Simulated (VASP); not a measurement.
Set up this calculation in VASP 6.6.1, as the native input.

| Item | Value |
| --- | --- |
| Task | relaxation of the atoms |
| Functional | LDA |
| Potentials or basis | VASP PAW LDA potentials, release 64 (B, N) |
| Cutoff | 600 eV |
| k mesh | 14 × 14 × 14 |
| Occupations | gaussian, width 0.03 eV |
| Spin | no spin polarisation |
| Further INCAR settings | ALGO = Fast; EDIFF = 1e-07; IBRION = 2; EDIFFG = -0.01; NSW = 40 |

The structure of BN (Qingsongite) lies in POSCAR:

```
BN                                      
1.0
    0.0000000000      1.7913651712      1.7913651712
    1.7913651712      0.0000000000      1.7913651712
    1.7913651712      1.7913651712      0.0000000000
  B               N             
     1     1
Direct
     0.0000000000000000    0.0000000000000000    0.0000000000000000
     0.2500000000000000    0.2500000000000000    0.2500000000000000
```

These files were run (other wordings do the same):

INCAR

```
SYSTEM = BN
ALGO     = Fast           ! electronic algorithm
EDIFF    = 1E-7           ! SCF threshold, eV
EDIFFG   = -0.01          ! ionic threshold
ENCUT    = 600            ! plane-wave cutoff, eV
GGA      = CA             ! functional
IBRION   = 2              ! ionic algorithm
ISIF     = 2              ! what is computed and relaxed
ISMEAR   = 0              ! smearing method
LASPH    = .True.         ! aspherical terms in the spheres
LCHARG   = .False.        ! write CHGCAR
LREAL    = .False.        ! projectors in reciprocal space
LWAVE    = .False.        ! write WAVECAR
NELM     = 80             ! most SCF steps
NSW      = 40             ! ionic steps
PREC     = Accurate       ! precision mode
SIGMA    = 0.03           ! smearing width, eV
```

KPOINTS

```
k-points
0
Gamma
  14 14 14
  0 0 0
```

Potentials or basis: VASP PAW LDA potentials, release 64 (B, N).

Run with:

```sh
$ cat potpaw_LDA.64/B/POTCAR potpaw_LDA.64/N/POTCAR > POTCAR
$ mpirun -np 1 vasp_std > vasp.out
```

It gave:

The pressure after relaxing is 0.0 GPa. The band gap on the k mesh is 4.38 eV, indirect (least direct gap 8.81 eV).

Caveat: the relaxation stopped at its first step, so nothing moved.

Wall time 6.8 s on 1 thread of Intel(R) Xeon(R) Platinum 8488C (Sapphire Rapids), with other jobs on the host, peak memory 0.12 GiB.
